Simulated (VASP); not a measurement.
# VASP 6.6.1 run: InSb

INCAR

```
NBANDS = 16
ISIF = 2
LWAVE = .FALSE.
IBRION = -1
ALGO = Normal
NELM = 93
GGA = AM
LREAL = .FALSE.
LASPH = .TRUE.
PREC = Accurate
EDIFF = 1E-7
LCHARG = .FALSE.
ENCUT = 520
ISMEAR = -1
NSW = 0
LMAXMIX = 6
SIGMA = 0.02
```

KPOINTS

```
KPOINTS created by Atomic Simulation Environment
0
Gamma
6 6 6
0 0 0
```

POSCAR

```
In Sb
 1.0000000000000000
     0.0000000000000000    3.2795130175333780    3.2795130175333780
     3.2795130175333780    0.0000000000000000    3.2795130175333780
     3.2795130175333780    3.2795130175333780    0.0000000000000000
 In  Sb
   1   1
Cartesian
  0.0000000000000000  0.0000000000000000 -0.0000000000000000
  1.6397565087666894  1.6397565087666894  1.6397565087666894
```

The recommended PBE PAW datasets give the neutral cell 18 valence electrons.

Command

```
mpirun -np 1 vasp_std
```

Q: How does this run end, and what does it give?

A: It converged. Results: gap between bands v and c on the k mesh 0.00 eV; least direct gap on the k mesh 0.00 eV; pressure -0.3 GPa. Band v is the last that the valence electrons fill when counted band by band, and c is the next.

OSZICAR

```
N       E                     dE             d eps       ncg     rms          rms(c)
DAV:   1     0.113319525198E+03    0.11332E+03   -0.78504E+03   512   0.112E+03
DAV:   2     0.304851347366E+00   -0.11301E+03   -0.10981E+03   568   0.280E+02
DAV:   3    -0.705386509996E+01   -0.73587E+01   -0.73305E+01   648   0.742E+01
DAV:   4    -0.725939382548E+01   -0.20553E+00   -0.20544E+00   624   0.143E+01
DAV:   5    -0.727180710428E+01   -0.12413E-01   -0.12413E-01   768   0.299E+00    0.372E+00
DAV:   6    -0.716328394746E+01    0.10852E+00   -0.16805E-01   752   0.636E+00    0.213E+00
DAV:   7    -0.714749587096E+01    0.15788E-01   -0.70903E-02   688   0.249E+00    0.591E-01
DAV:   8    -0.714901590831E+01   -0.15200E-02   -0.87602E-03   608   0.102E+00    0.253E-01
DAV:   9    -0.715018587503E+01   -0.11700E-02   -0.16411E-03   616   0.305E-01    0.816E-02
DAV:  10    -0.715022817341E+01   -0.42298E-04   -0.74968E-05   680   0.567E-02    0.456E-02
DAV:  11    -0.715031225153E+01   -0.84078E-04   -0.17123E-04   592   0.762E-02    0.319E-02
DAV:  12    -0.715031156345E+01    0.68808E-06   -0.31856E-06   624   0.106E-02    0.913E-03
DAV:  13    -0.715031303176E+01   -0.14683E-05   -0.42821E-06   584   0.117E-02    0.727E-03
DAV:  14    -0.715031287067E+01    0.16108E-06   -0.22068E-07   704   0.273E-03    0.175E-03
DAV:  15    -0.715031288016E+01   -0.94808E-08   -0.30539E-08   472   0.878E-04
   1 F= -.71503129E+01 E0= -.71501361E+01  d E =-.353622E-03
```

For comparison, a separate r²SCAN run of the intended cell, on usual settings and not on those above, gives a gap of 0.01 eV on its mesh and a pressure of 0.0 GPa.
